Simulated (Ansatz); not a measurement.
# ZrB3: the cost of one run

Program: Ansatz 0.2.0. Level of theory: DFT r2SCAN, scalar-relativistic, plane waves, PAW. These are calculated values, not measurements.

## (1) Starting point

It takes space group Pm-3n (No. 223, cubic). Conventional cell: a = 4.197 Å, b = 4.197 Å, c = 4.197 Å, α = 90.00°, β = 90.00°, γ = 90.00°. Zr (site symmetry m-3) has 12 B at 2.35 Å as nearest neighbours. Around B (site symmetry -4m2) lie 2 B at 2.10 Å and 4 Zr at 2.35 Å.

As a file:

```cif
data_structure
_symmetry_space_group_name_H-M 'P 1'
_symmetry_Int_Tables_number 1
_cell_length_a 4.1971
_cell_length_b 4.1971
_cell_length_c 4.1971
_cell_angle_alpha 90.000
_cell_angle_beta 90.000
_cell_angle_gamma 90.000
_cell_volume 73.93
loop_
_atom_site_label
_atom_site_type_symbol
_atom_site_fract_x
_atom_site_fract_y
_atom_site_fract_z
_atom_site_occupancy
Zr1 Zr 0.00000 0.00000 0.00000 1
Zr2 Zr 0.50000 0.50000 0.50000 1
B1 B 0.00000 0.50000 0.25000 1
B2 B 0.00000 0.50000 0.75000 1
B3 B 0.25000 0.00000 0.50000 1
B4 B 0.75000 0.00000 0.50000 1
B5 B 0.50000 0.75000 0.00000 1
B6 B 0.50000 0.25000 0.00000 1
```

This is candidate A: A15 type (Pm-3n, No. 223).

(A quick probe on a coarse mesh, which set the mesh and smearing, is not shown.)

## (3) Rough relaxation on the coarse mesh (candidate A)

input.yaml reads:

```yaml
crystal:
  lattice:
    - [4.1970564485, 0.0, 0.0]
    - [0.0, 4.1970564485, 0.0]
    - [0.0, 0.0, 4.1970564485]
  atoms:
    - { symbol: Zr, position: [0.0, 0.0, 0.0] }
    - { symbol: Zr, position: [0.5, 0.5, 0.5] }
    - { symbol: B, position: [0.0, 0.5, 0.25] }
    - { symbol: B, position: [0.0, 0.5, 0.75] }
    - { symbol: B, position: [0.25, 0.0, 0.5] }
    - { symbol: B, position: [0.75, 0.0, 0.5] }
    - { symbol: B, position: [0.5, 0.75, 0.0] }
    - { symbol: B, position: [0.5, 0.25, 0.0] }
basis:
  ecutwfc: 500
kpoints:
  mp_grid: { grid: [4, 4, 4] }
hamiltonian:
  xc: r2scan
scf:
  occupations: { method: gaussian, width: 0.1 }
  lower_state_search: "off"
output:
  forces: true
  stress: true
  eigenvalues: true
relax:
  adjacent_minimum: "off"
  f_tol: 0.04
  max_steps: 70
  cell: { stress_tol: 0.4 }
```

Command:

```sh
$ ansatz run input.yaml --threads 1 --pin off --max-ram 2560MiB --backend cpu --events-out ev --progress --plain --runs-dir out
```

Q: Estimate wall time and peak memory on 1 thread of an x86-64 CPU, shared host.

About 30 s, with a peak of 0.58 GiB.
